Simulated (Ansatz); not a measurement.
A single-point calculation of a 10-atom cell of Ga2O3 (C2/m) from a materials database with Ansatz, at the level HSE06. The cell was relaxed with r2SCAN and then strained (epitaxial -3.0 % in the xy plane, free normal strain +2.15 %), with the atoms relaxed again with r2SCAN; k points keep the names of the unstrained zone.

```yaml
crystal:
  lattice:
    - [5.943590889, -1.4739712181, -0.002669634]
    - [5.943590889, 1.4739712181, -0.002669634]
    - [-1.3421295291, 0.0, 5.7625237931]
  atoms:
    - { symbol: Ga, position: [0.3422886102, 0.3422886102, 0.6805108439] }
    - { symbol: Ga, position: [0.6577113898, 0.6577113898, 0.3194891561] }
    - { symbol: Ga, position: [0.9013931246, 0.9013931246, 0.1930551927] }
    - { symbol: Ga, position: [0.0986068754, 0.0986068754, 0.8069448073] }
    - { symbol: O, position: [0.5066318416, 0.5066318416, 0.7533351748] }
    - { symbol: O, position: [0.4933681584, 0.4933681584, 0.2466648252] }
    - { symbol: O, position: [0.8293402453, 0.8293402453, 0.4407122432] }
    - { symbol: O, position: [0.1706597547, 0.1706597547, 0.5592877568] }
    - { symbol: O, position: [0.1722672795, 0.1722672795, 0.1148276738] }
    - { symbol: O, position: [0.8277327205, 0.8277327205, 0.8851723262] }
kpoints:
  mp_grid: { grid: [6, 6, 4] }
  band_path:
    path:
      - [0.0, 0.0, 0.0]
      - [-0.266303588, 0.266303588, 0.0]
      - [-0.733696412, -0.266303588, 0.0]
      - [-0.5, -0.5, 0.0]
      - [-0.5, -0.5, 0.5]
      - [-0.7419050365, -0.2580949635, 0.5]
      - [-0.2580949635, 0.2580949635, 0.5]
      - [0.0, 0.0, 0.5]
      - [-0.5, 0.0, 0.5]
      - [0.4375, -0.4375, -0.5]
    npoints: 1
hamiltonian:
  xc: hse06
scf:
  occupations: { method: fixed }
  n_extra_bands: 6
output:
  forces: true
  stress: true
  eigenvalues: true
```

Some lines of the output have been replaced by numbered gaps.
```
scf.n_extra_bands = 6 over 44 filled bands (N_el = 88.0): the run solves 50 bands
Pseudopotential: Ga, paw, valence charge 13, recommended cutoff 420 eV (normal)
Pseudopotential: O, paw, valence charge 6, recommended cutoff 420 eV (normal)
Functional definition: HSE06
Crystal: 10 atoms, lattice volume = 100.957 Å³
Basis set: ecut = 420 eV, 1957 PW (Γ), FFT grids on a1−a2, a2, a3
Symmetry: 4 space group operations
Space group: C2/m (ITA 12)
k-points: 47 of 144
[warm-up without exact exchange]
SCF 1 stopped early in 2 iterations: F = -18539.655796 eV  dr2 = 2.59e-4
[exact exchange on]
Exchange kernel: α = 0.2500, screened, ω = 0.2079 Å⁻¹, Wigner–Seitz truncation, v(0) = 1045.0772 eV·Å³, q-mesh 6×6×4
SCF 2 stopped early in 7 iterations: F = -18541.218902 eV  dr2 = 4.83e-6
hybrid outer 1: dexx = +4.918e-2 eV, tail = 2.01e-4 eV
SCF 3 converged in 5 iterations: F = -18541.217100 eV  dr2 = 1.58e-9
hybrid outer 2: dexx = +3.135e-6 eV, tail = 6.94e-8 eV, Δε = 2.87e-3 eV, ΔF = 5.01e-3 eV/Å
hybrid SCF converged: 2 outer / 12 inner (+2 warm-up)
Free energy (F): -18541.217100 eV
[1]
--- Forces (eV/Å), atoms counted from 1 ---
  atom   1  Ga    -0.01724      0.00000      0.00414
  atom   2  Ga      0.01724      0.00000    -0.00414
  atom   3  Ga      0.03449      0.00000      0.00991
  atom   4  Ga    -0.03449      0.00000    -0.00991
  atom   5  O       0.05500      0.00000      0.02778
  atom   6  O     -0.05500      0.00000    -0.02778
  atom   7  O     -0.01760      0.00000    -0.02003
  atom   8  O       0.01760      0.00000      0.02003
  atom   9  O     -0.04955      0.00000    -0.00701
  atom  10  O       0.04955      0.00000      0.00701
--- Stress (GPa, compression-positive) ---
        7.672476       0.000000      -0.696037
        0.000000      13.205775       0.000000
       -0.696037       0.000000       0.019596
  P = ⅓ Tr σ = 6.9659 GPa (69.659 kbar)
--- Band table (eV; the first three rows and the last of 47) ---
[2]
```

The rows of the band table are 0: (0, 0, 0) = Γ, 1: (0, 0, 1/4), 2: (0, 0, -1/2) = A, 46: (-1/2, -1/2, -1/2) = M₂.

**Question.** What stood in the gaps? They hold the Fermi energy and the band table.

**Answer.**
```
[1]
Fermi energy:    7.357017 eV
[2]
  k-point 0: bands = […, 6.7378, 6.8594, 6.8826, 6.9419, 7.0732, 7.2968, 11.8040, 15.0491, 16.6996, 16.7165, …]
  k-point 1: bands = […, 6.3989, 6.4882, 6.8094, 6.8818, 7.0808, 7.1383, 12.7120, 15.3142, 16.5087, 16.9475, …]
  k-point 2: bands = […, 5.9573, 6.0847, 6.6372, 6.9039, 7.0417, 7.1664, 14.2621, 14.4632, 16.6578, 17.1429, …]
  k-point 46: bands = […, 6.6424, 6.8106, 6.8444, 6.9604, 7.0362, 7.3044, 14.8060, 14.8942, 15.9932, 16.3688, …]
```
Only the leading digits can be foreseen; the rest is this run's record.

HSE06 gives an indirect gap of 4.42 eV, from k = (0.438, -0.438, -1/2) to Γ; the least direct gap is 4.51 eV at Γ. The mean pressure at these positions is +7.0 GPa, compression counted positive. The stress of a hybrid is loosely converged here. The largest force is 0.06 eV/Å.

**Question.** It ran on 1 × NVIDIA H100 80GB HBM3 with 2 threads of AMD EPYC 7R13 Processor (Zen 3), with other jobs on the host, load about 1.3 per core. About how long did it take, and what peak of host memory did it reach?

**Answer.** About 120 s, with a peak of 4.9 GiB.

The values are computed, spin-unpolarised, and not measurements.

The meshes of the hybrids are coarse, so their gaps aren't converged to the digits shown.
